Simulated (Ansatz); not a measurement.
# GaN: the cost of one run

Program: Ansatz 0.2.0. Level of theory: DFT PBEsol, frozen-core PAW, scalar-relativistic unless said. These are calculated values, not measurements.

The COD entry's cell or inner coordinates are ideal or old and differ from later refinements, so a difference from it is no clean test against experiment.

7 further runs of the same task are left out: 7 set aside as unsound or not needed.

## Step 1: Starting point

The structure is hexagonal, space group P6_3mc (No. 186). Conventional cell: a = 3.180 Å, b = 3.180 Å, c = 5.166 Å, α = 90.00°, β = 90.00°, γ = 120.00°. Around Ga (site symmetry 3m) lie 4 N at 1.94 to 1.95 Å. Around N (site symmetry 3m) lie 4 Ga at 1.94 to 1.95 Å.

Coordinates:

```xyz
4
Lattice="3.1800 0.0000 0.0000 -1.5900 2.7540 0.0000 0.0000 0.0000 5.1660" Properties=species:S:1:pos:R:3 pbc="T T T"
Ga    0.0000    1.8360    0.0000
Ga    1.5900    0.9180    2.5830
N     0.0000    1.8360    1.9373
N     1.5900    0.9180    4.5203
```

Cartesian axes are those of the input's lattice vectors. The structure goes back to a database entry.

## Step 2: Cell and atoms relaxed, PAW

input.yaml

```yaml
crystal:
  lattice:
    - [3.17999999999, 0.0, 0.0]
    - [-1.58999999999, 2.75396078402, 0.0]
    - [0.0, 0.0, 5.166]
  atoms:
    - { symbol: Ga, position: [0.333333333333, 0.666666666667, 0.0] }
    - { symbol: Ga, position: [0.666666666667, 0.333333333333, 0.5] }
    - { symbol: "N", position: [0.333333333333, 0.666666666667, 0.375] }
    - { symbol: "N", position: [0.666666666667, 0.333333333333, 0.875] }
kpoints:
  mp_grid: { grid: [10, 10, 6] }
scf:
  occupations: { method: fermi_dirac, width: 0.1 }
hamiltonian:
  xc: pbesol
  pseudopotentials: { kind: paw }
relax:
  f_tol: 0.002
  max_steps: 80
  cell: {}
output:
  forces: true
  stress: true
```

The run is started by

```bash
$ ansatz run input.yaml --threads 2 --pin off --max-ram 5120MiB --backend cpu --events-out ev --progress --plain --runs-dir out
```

Q: Estimate wall time and peak memory on 2 threads of Arm Neoverse V1, shared host.

About 17 s, with a peak of 0.36 GiB.
